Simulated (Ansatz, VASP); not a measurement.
## One calculation of Ni, two programs

```
CELL_PARAMETERS angstrom
2.42043 0.00000 0.00000
-1.21021 2.09615 0.00000
0.00000 0.00000 3.96758
ATOMIC_POSITIONS crystal
Ni 0.33333 0.66667 0.25000
Ni 0.66667 0.33333 0.75000
```

Alike in both runs: functional PBE; k mesh 17 × 17 × 10; occupations fermi-dirac, width 0.08 eV; collinear spin.

Ansatz relaxed the structure, and its values are those at the end. VASP's run is a single point on that final structure, the one shown.

```csv
,VASP,Ansatz
version,VASP 6.6.1,Ansatz 0.2.0
potentials or method,"VASP PAW PBE potentials, release 64 (Ni)","PAW with Ansatz's default frozen-core files, scalar-relativistic"
plane-wave cutoff (eV),520,420
valence electrons in the cell,20,36
```

Ansatz gave:

| Property | Result |
| --- | --- |
| pressure (GPa) | 20.0 |
| net moment per atom (μB) | 0.62 |
| size of the moment on the site where the two differ most (μB) | 0.66 |

Task: What did VASP give for the same quantities?

Result: Pressure (GPa): 19.5; net moment per atom (μB): 0.61; size of the moment on the site where the two differ most (μB): 0.61.

Site moments also hang on the region over which each program counts them. With one functional, cell and mesh, what is left measures potentials, basis and numerics. The two sets of potentials don't hold the same shells in valence.

Caveats: so large a pressure means that the cell lies far from this level's equilibrium, or that cutoff or potentials fall short (VASP).
